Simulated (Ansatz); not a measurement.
# GaN: elastic constants, part 2 of 3

How stiff is the crystal, and how unevenly? Runs: cell and atoms relaxed (PAW); reference run (PAW and LAPW).

Ansatz 0.2.0; DFT LDA. The steps go on from the part before.

**4. Reference run, PAW**

The COD entry's cell or inner coordinates are ideal or old and differ from later refinements, so a difference from it is no clean test against experiment.

Input file input.yaml:

```yaml
crystal:
  lattice:
    - [3.15181457795, 0.0, 0.0]
    - [-1.57590728897, 2.72955149252, 0.0]
    - [0.0, 0.0, 5.13839779614]
  atoms:
    - { symbol: Ga, position: [0.333333333333, 0.666666666667, -0.000704224244] }
    - { symbol: Ga, position: [0.666666666667, 0.333333333333, 0.499295775756] }
    - { symbol: "N", position: [0.333333333333, 0.666666666667, 0.375704224244] }
    - { symbol: "N", position: [0.666666666667, 0.333333333333, 0.875704224244] }
kpoints:
  mp_grid: { grid: [8, 8, 4] }
scf:
  occupations: { method: fixed }
hamiltonian:
  xc: lda
  pseudopotentials: { kind: paw }
elastic:
  mode: relaxed_ion
  stencil: two_point
  amplitude: 0.003
```

Launch:

```sh
$ ansatz run input.yaml --threads 1 --pin off --max-ram 3072MiB --backend cpu --events-out ev --progress --plain --runs-dir out
```

The log of the run:

```text
Engine: ansatz 0.2.0
Pseudopotentials: kind: paw
Pseudopotential: Ga, paw, valence charge 13, recommended cutoff 420 eV (normal), Ga.paw.azcp
Pseudopotential: N, paw, valence charge 5, recommended cutoff 420 eV (normal), N.paw.azcp
Functional definition: SPW92
  exchange = slater_x
  correlation = pw_c
Crystal: 4 atoms, lattice volume = 44.206 Å³
Basis set: ecut = 420 eV, 845 PW (Γ)
Bands: 22, of which v1, the nominal top of the filled ones, is band 18 counted from 1 (17 counted from 0)
Symmetry: 12 space group operations
Space group: P63mc (ITA 186), of the structure as read, at distance tolerance 3.5e-5 Å
k-points: 30 of 256 (time reversal used)
Non-local potential: Ga, projectors of the file, l = 0: 2, l = 1: 2, l = 2: 3, l = 3: 1
Non-local potential: N, projectors of the file, l = 0: 2, l = 1: 2, l = 2: 1
PAW form: soft (Blöchl's): semilocal exchange-correlation on the pseudo side does not see the compensation charge
PAW frozen core: Ga, regenerated for the run's functional, and the local potential with it (the file was generated under x = pbe(κ = 0.804, μ = 0.2195149727645171), c = pbe(β = 0.06672455060314922))
PAW frozen core: N, regenerated for the run's functional, and the local potential with it (the file was generated under x = pbe(κ = 0.804, μ = 0.2195149727645171), c = pbe(β = 0.06672455060314922))
PAW one-centre angular grid: Ga, 590 points (default); XC on 64 Gauss nodes
PAW one-centre angular grid: N, 110 points (default); XC on 64 Gauss nodes
Initial density: superposition of atomic densities (neutral atoms: chi_scale 0, normalization atom), corrected by the library's trained network
Initial wavefunctions: pseudopotential atomic-orbital guess
Functional: x = slater, c = lda
SCF iter   1: F=—  HF=-8164.211454 eV  |F-HF|=—  |Δ(HF+E_count)|=         —  Δρ=1.35e-2  dr2=7.55e-2  ethr=1.77e-3  ⟨swp⟩=4.4  Hψ=2373  notcnv=0  defer=42
preconditioner: auto → Resta (q_TF=auto, 2.637 Å⁻¹)  ε∞=5.0  [insulator: Δε(μ)=2.026 eV  Ē_g=16.714 eV  n_scr=22 (ndim 8)  ℏωp=33.5 eV  f_vac=0.006  ε∞_Penn≈5.0]
SCF iter   2: F=—  HF=-8164.190005 eV  |F-HF|=—  |Δ(HF+E_count)|=   2.14e-2  Δρ=3.62e-3  dr2=3.42e-3  ethr=2.10e-4  ⟨swp⟩=2.4  Hψ=1213  notcnv=0  defer=60
SCF iter   3: F=—  HF=-8164.189064 eV  |F-HF|=—  |Δ(HF+E_count)|=   9.41e-4  Δρ=1.61e-3  dr2=5.35e-4  ethr=9.51e-6  ⟨swp⟩=2.0  Hψ=778  notcnv=0  defer=60
SCF iter   4: F=—  HF=-8164.188884 eV  |F-HF|=—  |Δ(HF+E_count)|=   1.81e-4  Δρ=1.54e-4  dr2=6.05e-6  ethr=1.49e-6  ⟨swp⟩=2.6  Hψ=1195  notcnv=0  defer=56
SCF iter   5: F=—  HF=-8164.188884 eV  |F-HF|=—  |Δ(HF+E_count)|=   4.22e-7  Δρ=6.60e-5  dr2=1.34e-6  ethr=1.68e-8  ⟨swp⟩=2.0  Hψ=1196  notcnv=0
SCF iter   6: F=—  HF=-8164.188880 eV  |F-HF|=—  |Δ(HF+E_count)|=   3.74e-6  Δρ=2.90e-5  dr2=2.76e-7  ethr=3.73e-9  ⟨swp⟩=2.2  Hψ=1042  notcnv=0
SCF iter   7: F=—  HF=-8164.188880 eV  |F-HF|=—  |Δ(HF+E_count)|=   6.43e-8  Δρ=6.12e-6  dr2=1.34e-8  ethr=7.66e-10  ⟨swp⟩=2.4  Hψ=1174  notcnv=0
SCF iter   8: F=—  HF=-8164.188880 eV  |F-HF|=—  |Δ(HF+E_count)|=   2.83e-9  Δρ=6.49e-7  dr2=1.75e-10  ethr=3.71e-11  ⟨swp⟩=2.2  Hψ=1186  notcnv=0
SCF iter   9: F=—  HF=-8164.188880 eV  |F-HF|=—  |Δ(HF+E_count)|=  9.00e-11  Δρ=6.97e-8  dr2=1.87e-12  ethr=4.85e-13 (applied; sched 1.00e-12)  ⟨swp⟩=2.0  Hψ=1159  notcnv=0
SCF iter  10: F=—  HF=-8164.188880 eV  |F-HF|=—  |Δ(HF+E_count)|=    0.00e0  Δρ=2.19e-8  dr2=1.74e-13  ethr=1.00e-12  ⟨swp⟩=5.5  Hψ=2997  notcnv=0
SCF iter  11: F=-8164.188880 eV  HF=-8164.188880 eV  |F-HF|=1.82e-12  |Δ(HF+E_count)|=    0.00e0  Δρ=1.00e-8  dr2=3.74e-14  ethr=1.00e-12  ⟨swp⟩=4.0  Hψ=2172  notcnv=0
SCF 1 converged in 11 iterations: F = -8164.188880 eV  dr2 = 3.74e-14
Crystal: 4 atoms, lattice volume = 44.073 Å³
Symmetry: 4 space group operations
k-points: 63 of 256 (time reversal used)
Initial density: handed on by an earlier stage of this run
Initial wavefunctions: pseudopotential atomic-orbital guess (no wavefunctions were taken with the density)
iter 1 solved again at ethr=2.78e-5 eV; its pass at ethr=3.10e-3 eV (dr2=1.00e-2 eV) is discarded
SCF iter   1: F=—  HF=-8164.191870 eV  |F-HF|=—  |Δ(HF+E_count)|=         —  Δρ=8.75e-3  dr2=1.01e-2  ethr=2.78e-5  ⟨swp⟩=1.6  Hψ=6831  notcnv=0  defer=86
preconditioner: auto → Resta (q_TF=auto, 2.638 Å⁻¹)  ε∞=5.1  [insulator: Δε(μ)=2.117 eV  Ē_g=16.668 eV  n_scr=22 (ndim 8)  ℏωp=33.6 eV  f_vac=0.006  ε∞_Penn≈5.1]
SCF iter   2: F=—  HF=-8164.188784 eV  |F-HF|=—  |Δ(HF+E_count)|=   3.09e-3  Δρ=3.58e-3  dr2=1.54e-3  ethr=2.78e-5  ⟨swp⟩=2.0  Hψ=2505  notcnv=0  defer=126
SCF iter   3: F=—  HF=-8164.188380 eV  |F-HF|=—  |Δ(HF+E_count)|=   4.04e-4  Δρ=1.11e-3  dr2=2.29e-4  ethr=4.27e-6  ⟨swp⟩=2.0  Hψ=2567  notcnv=0  defer=125
SCF iter   4: F=—  HF=-8164.188345 eV  |F-HF|=—  |Δ(HF+E_count)|=   3.44e-5  Δρ=2.56e-4  dr2=1.77e-5  ethr=6.36e-7  ⟨swp⟩=2.0  Hψ=2625  notcnv=0  defer=125
SCF iter   5: F=—  HF=-8164.188354 eV  |F-HF|=—  |Δ(HF+E_count)|=   8.52e-6  Δρ=1.11e-4  dr2=3.80e-6  ethr=4.91e-8  ⟨swp⟩=2.0  Hψ=2502  notcnv=0  defer=1
SCF iter   6: F=—  HF=-8164.188358 eV  |F-HF|=—  |Δ(HF+E_count)|=   4.27e-6  Δρ=1.45e-5  dr2=8.35e-8  ethr=1.06e-8  ⟨swp⟩=3.0  Hψ=2520  notcnv=0
SCF iter   7: F=—  HF=-8164.188358 eV  |F-HF|=—  |Δ(HF+E_count)|=   4.01e-8  Δρ=3.21e-6  dr2=5.15e-9  ethr=2.32e-10  ⟨swp⟩=2.8  Hψ=2906  notcnv=0
SCF iter   8: F=—  HF=-8164.188358 eV  |F-HF|=—  |Δ(HF+E_count)|=  3.49e-10  Δρ=4.61e-7  dr2=7.13e-11  ethr=1.43e-11  ⟨swp⟩=2.4  Hψ=2350  notcnv=0
SCF iter   9: F=—  HF=-8164.188358 eV  |F-HF|=—  |Δ(HF+E_count)|=  2.91e-11  Δρ=7.08e-8  dr2=1.59e-12  ethr=1.98e-13 (applied; sched 1.00e-12)  ⟨swp⟩=2.3  Hψ=2515  notcnv=0
SCF iter  10: F=-8164.188358 eV  HF=-8164.188358 eV  |F-HF|=3.64e-12  |Δ(HF+E_count)|=  3.64e-12  Δρ=1.14e-8  dr2=6.05e-14  ethr=1.00e-12  ⟨swp⟩=4.1  Hψ=4947  notcnv=0
SCF 2 converged in 10 iterations: F = -8164.188358 eV  dr2 = 6.05e-14
relax step   1: F+E_penalty+E_count = -8164.18835802 eV  Δ(F+E_penalty+E_count) = +0.000e0 eV  max|allowed force component| = 3.021e-2 eV/Å  Δτ_max = 0.0000 Å  (10 SCF iters, accepted)
Initial wavefunctions: those handed on with the density
iter 1 solved again at ethr=7.32e-9 eV; its pass at ethr=3.10e-3 eV (dr2=2.64e-6 eV) is discarded
SCF iter   1: F=—  HF=-8164.188406 eV  |F-HF|=—  |Δ(HF+E_count)|=         —  Δρ=8.64e-5  dr2=2.78e-6  ethr=7.32e-9  ⟨swp⟩=1.1  Hψ=5308  notcnv=0
preconditioner: auto → Resta (q_TF=auto, 2.638 Å⁻¹)  ε∞=5.0  [insulator: Δε(μ)=2.137 eV  Ē_g=16.756 eV  n_scr=22 (ndim 8)  ℏωp=33.6 eV  f_vac=0.006  ε∞_Penn≈5.0]
SCF iter   2: F=—  HF=-8164.188405 eV  |F-HF|=—  |Δ(HF+E_count)|=   8.23e-7  Δρ=4.90e-5  dr2=9.28e-7  ethr=7.32e-9  ⟨swp⟩=1.0  Hψ=1386  notcnv=0
SCF iter   3: F=—  HF=-8164.188404 eV  |F-HF|=—  |Δ(HF+E_count)|=   3.59e-7  Δρ=5.36e-6  dr2=7.12e-9  ethr=2.58e-9  ⟨swp⟩=2.1  Hψ=1824  notcnv=0
SCF iter   4: F=—  HF=-8164.188404 eV  |F-HF|=—  |Δ(HF+E_count)|=  7.40e-10  Δρ=1.32e-6  dr2=6.21e-10  ethr=1.98e-11  ⟨swp⟩=2.3  Hψ=2524  notcnv=0
SCF iter   5: F=—  HF=-8164.188404 eV  |F-HF|=—  |Δ(HF+E_count)|=  1.09e-10  Δρ=4.54e-7  dr2=6.59e-11  ethr=1.72e-12  ⟨swp⟩=2.0  Hψ=2506  notcnv=0
SCF iter   6: F=—  HF=-8164.188404 eV  |F-HF|=—  |Δ(HF+E_count)|=  7.28e-12  Δρ=1.17e-7  dr2=4.12e-12  ethr=1.83e-13 (applied; sched 1.00e-12)  ⟨swp⟩=2.0  Hψ=2473  notcnv=0
SCF iter   7: F=—  HF=-8164.188404 eV  |F-HF|=—  |Δ(HF+E_count)|=    0.00e0  Δρ=6.51e-8  dr2=1.28e-12  ethr=1.15e-14 (applied; sched 1.00e-12)  ⟨swp⟩=2.0  Hψ=2520  notcnv=0
SCF iter   8: F=-8164.188404 eV  HF=-8164.188404 eV  |F-HF|=2.73e-12  |Δ(HF+E_count)|=  1.82e-12  Δρ=9.67e-9  dr2=2.75e-14  ethr=1.00e-12  ⟨swp⟩=2.9  Hψ=6074  notcnv=0
SCF 3 converged in 8 iterations: F = -8164.188404 eV  dr2 = 2.75e-14
relax step   2: F+E_penalty+E_count = -8164.18840439 eV  Δ(F+E_penalty+E_count) = -4.637e-5 eV  max|allowed force component| = 1.969e-2 eV/Å  Δτ_max = 0.0008 Å  (8 SCF iters, accepted)
SCF iter   1: F=—  HF=-8164.188447 eV  |F-HF|=—  |Δ(HF+E_count)|=         —  Δρ=2.16e-4  dr2=9.06e-6  ethr=2.18e-7  ⟨swp⟩=4.0  Hψ=4660  notcnv=0  defer=126
preconditioner: auto → Resta (q_TF=auto, 2.638 Å⁻¹)  ε∞=5.0  [insulator: Δε(μ)=2.133 eV  Ē_g=16.756 eV  n_scr=22 (ndim 8)  ℏωp=33.6 eV  f_vac=0.006  ε∞_Penn≈5.0]
SCF iter   2: F=—  HF=-8164.188441 eV  |F-HF|=—  |Δ(HF+E_count)|=   5.85e-6  Δρ=1.05e-4  dr2=2.26e-6  ethr=2.52e-8  ⟨swp⟩=2.0  Hψ=2833  notcnv=0
SCF iter   3: F=—  HF=-8164.188443 eV  |F-HF|=—  |Δ(HF+E_count)|=   1.57e-6  Δρ=1.01e-5  dr2=3.30e-8  ethr=6.28e-9  ⟨swp⟩=2.0  Hψ=2478  notcnv=0
SCF iter   4: F=—  HF=-8164.188443 eV  |F-HF|=—  |Δ(HF+E_count)|=   1.06e-8  Δρ=2.87e-6  dr2=3.17e-9  ethr=9.17e-11  ⟨swp⟩=2.0  Hψ=2051  notcnv=0
SCF iter   5: F=—  HF=-8164.188443 eV  |F-HF|=—  |Δ(HF+E_count)|=  7.34e-10  Δρ=8.67e-7  dr2=2.93e-10  ethr=8.80e-12  ⟨swp⟩=2.0  Hψ=2335  notcnv=0
SCF iter   6: F=—  HF=-8164.188443 eV  |F-HF|=—  |Δ(HF+E_count)|=  3.00e-11  Δρ=2.22e-7  dr2=1.71e-11  ethr=8.13e-13 (applied; sched 1.00e-12)  ⟨swp⟩=2.8  Hψ=2390  notcnv=0
SCF iter   7: F=—  HF=-8164.188443 eV  |F-HF|=—  |Δ(HF+E_count)|=  7.28e-12  Δρ=1.27e-7  dr2=4.05e-12  ethr=4.76e-14 (applied; sched 1.00e-12)  ⟨swp⟩=2.0  Hψ=2519  notcnv=0
SCF iter   8: F=—  HF=-8164.188443 eV  |F-HF|=—  |Δ(HF+E_count)|=  5.46e-12  Δρ=2.32e-8  dr2=1.68e-13  ethr=1.13e-14 (applied; sched 1.00e-12)  ⟨swp⟩=2.0  Hψ=2517  notcnv=0
SCF iter   9: F=-8164.188443 eV  HF=-8164.188443 eV  |F-HF|=0.00e0  |Δ(HF+E_count)|=  1.82e-12  Δρ=3.49e-9  dr2=5.35e-15  ethr=1.00e-12  ⟨swp⟩=3.8  Hψ=4247  notcnv=0
SCF 4 converged in 9 iterations: F = -8164.188443 eV  dr2 = 5.35e-15
relax step   3: F+E_penalty+E_count = -8164.18844289 eV  Δ(F+E_penalty+E_count) = -3.850e-5 eV  max|allowed force component| = 2.709e-3 eV/Å  Δτ_max = 0.0011 Å  (9 SCF iters, accepted)
[... 9 lines left out ...]
relax step   4: F+E_penalty+E_count = -8164.18844403 eV  Δ(F+E_penalty+E_count) = -1.133e-6 eV  max|allowed force component| = 2.901e-4 eV/Å  Δτ_max = 0.0004 Å  (7 SCF iters, accepted)
[... 7 lines left out ...]
relax step   5: F+E_penalty+E_count = -8164.18844407 eV  Δ(F+E_penalty+E_count) = -3.965e-8 eV  max|allowed force component| = 1.076e-5 eV/Å  Δτ_max = 0.0001 Å  (6 SCF iters, accepted)
[... 17 lines left out ...]
relax step   3: F+E_penalty+E_count = -8164.18876198 eV  Δ(F+E_penalty+E_count) = -1.080e-5 eV  max|allowed force component| = 4.088e-5 eV/Å  Δτ_max = 0.0005 Å  (8 SCF iters, accepted)
[... 15 lines left out ...]
relax step   1: F+E_penalty+E_count = -8164.18873949 eV  Δ(F+E_penalty+E_count) = +0.000e0 eV  max|allowed force component| = 1.757e-2 eV/Å  Δτ_max = 0.0000 Å  (9 SCF iters, accepted)
[... 11 lines left out ...]
relax step   2: F+E_penalty+E_count = -8164.18876198 eV  Δ(F+E_penalty+E_count) = -2.249e-5 eV  max|allowed force component| = 1.963e-4 eV/Å  Δτ_max = 0.0007 Å  (9 SCF iters, accepted)
[... 7 lines left out ...]
relax step   3: F+E_penalty+E_count = -8164.18876198 eV  Δ(F+E_penalty+E_count) = -2.530e-9 eV  max|allowed force component| = 6.005e-5 eV/Å  Δτ_max = 0.0000 Å  (6 SCF iters, accepted)
SCF iter   1: F=—  HF=-8164.188762 eV  |F-HF|=—  |Δ(HF+E_count)|=         —  Δρ=5.83e-7  dr2=1.31e-10  ethr=3.39e-12  ⟨swp⟩=5.5  Hψ=8216  notcnv=0
SCF iter   2: F=—  HF=-8164.188762 eV  |F-HF|=—  |Δ(HF+E_count)|=  3.64e-11  Δρ=2.96e-7  dr2=3.38e-11  ethr=3.63e-13 (applied; sched 1.00e-12)  ⟨swp⟩=1.0  Hψ=2340  notcnv=0
SCF iter   3: F=—  HF=-8164.188762 eV  |F-HF|=—  |Δ(HF+E_count)|=  9.09e-12  Δρ=1.13e-7  dr2=4.95e-12  ethr=9.38e-14 (applied; sched 1.00e-12)  ⟨swp⟩=3.0  Hψ=3108  notcnv=0
SCF iter   4: F=—  HF=-8164.188762 eV  |F-HF|=—  |Δ(HF+E_count)|=  1.82e-12  Δρ=2.72e-8  dr2=4.85e-13  ethr=1.38e-14 (applied; sched 1.00e-12)  ⟨swp⟩=2.0  Hψ=2981  notcnv=0
SCF iter   5: F=-8164.188762 eV  HF=-8164.188762 eV  |F-HF|=1.82e-12  |Δ(HF+E_count)|=  1.82e-12  Δρ=1.19e-8  dr2=8.70e-14  ethr=1.00e-12  ⟨swp⟩=4.0  Hψ=6234  notcnv=0
SCF 29 converged in 5 iterations: F = -8164.188762 eV  dr2 = 8.70e-14
relax step   4: F+E_penalty+E_count = -8164.18876198 eV  Δ(F+E_penalty+E_count) = -3.274e-10 eV  max|allowed force component| = 3.638e-6 eV/Å  Δτ_max = 0.0000 Å  (5 SCF iters, accepted)
iter 1 solved again at ethr=1.00e-12 eV; its pass at ethr=3.10e-3 eV (dr2=2.82e-13 eV) is discarded
SCF iter   1: F=—  HF=-8164.188762 eV  |F-HF|=—  |Δ(HF+E_count)|=         —  Δρ=1.19e-8  dr2=8.63e-14  ethr=1.00e-12  ⟨swp⟩=2.1  Hψ=7894  notcnv=0
SCF iter   2: F=-8164.188762 eV  HF=-8164.188762 eV  |F-HF|=0.00e0  |Δ(HF+E_count)|=  9.09e-12  Δρ=4.47e-9  dr2=1.59e-14  ethr=1.00e-12  ⟨swp⟩=4.1  Hψ=6208  notcnv=0
SCF 30 converged in 2 iterations: F = -8164.188762 eV  dr2 = 1.59e-14
SCF converged after 11 iterations
Free energy (F): -8164.188880 eV
Harris-Foulkes:  -8164.188880 eV  (|F-HF|=1.82e-12)
Internal energy: -8164.188880 eV  (E = F + TS)
E sigma→0 (E₀):  -8164.188880 eV
Fermi energy:    9.839663 eV
--- Per-component energies (eV) ---
  E_band       = -8.932943
  E_kinetic    = 496.117121
  E_local      = -3859.082992  (includes V_loc(G=0)·N_el)
  E_nonlocal   = 955.470782
  E_hartree    = 1774.938936
  E_xc         = -256.473823
  E_vxc        = -269.438828  (∫ρ·V_xc dr)
  E_paw        = -4070.218377  (= ΣΔE_a)
  E_vpaw       = -881.876928  (= ΣTr[D̂ρ^β])
  E_aug_tail   = 0.000032  (compensation charges beyond the density's cutoff)
  E_ewald      = -3208.557608
  E_core_change = 3.617048  (= ΣΔE_core)
  E_smearing   = -0.000000  (= −TS)
  E_closure    = -0.000000  (closes the sum)
  Σ components = -8164.188880   (vs F -8164.188880, Δ=0.00e0)
--- Forces (eV/Å), atoms counted from 1 ---
  atom   1  Ga    -0.00000000     0.00000000    -0.00001950
  atom   2  Ga     0.00000000    -0.00000000    -0.00001950
  atom   3  N     -0.00000000     0.00000000     0.00002032
  atom   4  N      0.00000000    -0.00000000     0.00002032
  max |Σ_I F_I| component: 1.64e-6 eV/Å
--- Stress (GPa, compression-positive) ---
       -0.009590      -0.000000       0.000000
       -0.000000      -0.009590       0.000000
        0.000000       0.000000      -0.015025
  P = ⅓ Tr σ = -0.0114 GPa (-0.114 kbar)
--- Band table (eV; the first three rows and the last of 30) ---
  k-point 0: bands = ["-6.3059", "-5.3453", "-3.7870", "-3.7700", "-3.7700", "-3.7036", "-3.7036", "-3.4938", "-3.4938", "-3.3864", "-3.3864", "-2.0134", "2.4782", "8.7549", "8.7549", "9.7868", "9.8397", "9.8397", "11.9681", "14.2116", "19.0528", "19.7452"]
  k-point 1: bands = ["-6.1182", "-5.4182", "-3.7661", "-3.7661", "-3.7308", "-3.7187", "-3.7187", "-3.4727", "-3.4727", "-3.3971", "-3.3971", "-2.6404", "3.6251", "8.2973", "8.9071", "8.9071", "9.6737", "9.6737", "13.1225", "14.3230", "18.6587", "19.3668"]
  k-point 2: bands = ["-5.7056", "-5.7056", "-3.7478", "-3.7478", "-3.7478", "-3.7478", "-3.4300", "-3.4300", "-3.4300", "-3.4300", "-3.4228", "-3.4228", "5.9145", "5.9145", "9.2832", "9.2832", "9.2832", "9.2832", "14.2343", "14.2343", "18.3083", "18.3083"]
  k-point 29: bands = ["-5.1725", "-5.1725", "-3.6569", "-3.6569", "-3.6163", "-3.6163", "-3.4786", "-3.4786", "-3.4316", "-3.4316", "-1.5768", "-1.5768", "3.3731", "3.3731", "5.7277", "5.7277", "8.2402", "8.2402", "15.9076", "15.9076", "17.5478", "17.5478"]
--- Elastic constants: 3 strain directions × 2 members + reference (group order 12) ---
  dense FFT box of the reference and of every strained cell: 24×24×36
  strains applied: 11, 33, 23; error gains: componentwise 1.00 (the most a stress slope's error grows in a printed constant), spectral 1.41 (1 for all six strains in a standard setting)
  C = ∂σ_k/∂η_j (tension-positive GPa; Voigt order 11 22 33 23 13 12):
       368.067    138.634    100.383      0.000      0.000      0.000
       138.634    368.067    100.383      0.000      0.000      0.000
       100.311    100.311    408.715      0.000      0.000      0.000
        -0.000      0.000     -0.000     96.554      0.000     -0.000
         0.000     -0.000     -0.000      0.000     96.554      0.000
        -0.000      0.000     -0.000      0.000      0.000    114.716
  reference stress σ⁰ (GPa):      0.010      0.010      0.015     -0.000     -0.000      0.000
  C* (energy form; C + prestress term) asymmetry max|C*_kj − C*_jk| = 6.682e-2 GPa — a small one proves nothing (zero by symmetry where the batch's group is 432, −43m or m−3m); a large one is finite-difference/SCF noise where every solve meets its electron count
  moduli (Voigt/Reuss/Hill, GPa): K = 202.61/202.61/202.61   G = 115.27/111.98/113.62   E = 287.19   ν = 0.264
  mechanically stable: yes (min eigenvalue of sym C = 96.55 GPa)
  strain η (Voigt 11):  stress-route row diagonal C_11 = 368.07 GPa, energy-path curvature d²(F+E_count+ΔE)/dδ²/Ω₀ = 366.69 GPa
         δ    σ_11 (GPa)             F (eV)   n_scf  n_hpsi   n_pw
    -3.000e-3      -1.1016       -8164.1884441       2   12028    877   relax 5 steps, max|allowed force component| 1.08e-5 eV/Å
     3.000e-3       1.1068       -8164.1883938       2   11803    879   relax 3 steps, max|allowed force component| 1.30e-5 eV/Å
  strain η (Voigt 33):  stress-route row diagonal C_33 = 408.71 GPa, energy-path curvature d²(F+E_count+ΔE)/dδ²/Ω₀ = 408.62 GPa
         δ    σ_33 (GPa)             F (eV)   n_scf  n_hpsi   n_pw
    -3.000e-3      -1.2148       -8164.1882983       2    5566    871   relax 5 steps, max|allowed force component| 2.37e-7 eV/Å
     3.000e-3       1.2374       -8164.1882951       2    5679    881   relax 3 steps, max|allowed force component| 6.31e-6 eV/Å
  strain η (Voigt 23):  stress-route row diagonal C_44 = 96.55 GPa, energy-path curvature d²(F+E_count+ΔE)/dδ²/Ω₀ = 96.20 GPa
         δ    σ_23 (GPa)             F (eV)   n_scf  n_hpsi   n_pw
    -3.000e-3      -0.2897       -8164.1887620       2   14523    879   relax 3 steps, max|allowed force component| 4.09e-5 eV/Å
     3.000e-3       0.2897       -8164.1887620       2   14862    879   relax 4 steps, max|allowed force component| 3.64e-6 eV/Å
```

It took 34 s on 1 thread of AMD EPYC 9R45 (Zen 5), shared host; peak memory 0.43 GiB.

C in GPa (Voigt order xx, yy, zz, yz, xz, xy):

```
368.1 138.6 100.3   0.0   0.0   0.0
138.6 368.1 100.3   0.0   0.0   0.0
100.3 100.3 408.7   0.0   0.0   0.0
  0.0   0.0   0.0  96.6   0.0   0.0
  0.0   0.0   0.0   0.0  96.6   0.0
  0.0   0.0   0.0   0.0   0.0 114.7
```

[end of part 2 of 3]
